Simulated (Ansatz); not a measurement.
**Hf2S: how the free axis answers a strain**

Hf2S, P6_3/mmc, a = 3.347 Å, c = 11.664 Å. The structure is a Materials Project entry; whether it is the stable form wasn't checked. Ansatz: PBEsol, PAW, 420 eV, Γ-centred 12×12×4 mesh on 6 atoms, Gaussian smearing 0.10 eV; no spin polarisation. Series: biaxial strain in the a-b plane, c and atoms relaxed; x is the strain in per cent. y is the change of c in per cent of 11.664 Å.

| x (%) | y (%) |
| --- | --- |
| -4.5 | 3.35 |
| -3.0 | 2.26 |
| -1.5 | 1.13 |
| 0.0 | 0.00 |
| 1.5 | -1.01 |
| 3.0 | ? |
| 4.5 | -2.79 |

Problem. Fit y = c1 x + c2 x² to the other rows, say what c1 measures, and predict the missing y.

Solution. Least squares on the rows shown. y = −0.6893 x + 0.01464 x². With no stress along c, c1 = −2C13/C33 = -0.689. With a term in x³ added, the coefficient of x becomes -0.7243, 5 % more, which shows how far this figure hangs on the form. At x = 3.0 the fit asked for gives -1.94 %. The run gave -1.92 %, so the fit is 0.02 % too low, within the rms miss on the fitted rows (0.05 %).

Spin–orbit coupling is left out, which can shift energies with elements as heavy as these.